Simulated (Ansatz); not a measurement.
Start from KI in the rock salt structure (space group Fm-3m, No. 225; a = 7.182 Å).

Computed with PBE, PAW, 420 eV (Ansatz, a first-principles code; no SOC).

```json
[
 {"level": "PBE", "band gap": "3.86 eV"}
]
```

Question: From these computed values, estimate the measured ones, and say how each level misses.

Answer: Measured: band gap 6.1 eV (temperature not stated; as listed in Aguado et al., arXiv (1998)). Computed minus measured — band gap: PBE -2.24 eV. Measured values not marked as corrected hold thermal and zero-point effects that the static-lattice runs lack. A measured gap can be an optical one, lowered by exciton binding. Levels without spin-orbit coupling miss its effect on the gap.

Spin-orbit coupling, missing from the scalar runs, can matter with I. No phonon test of stability was made.
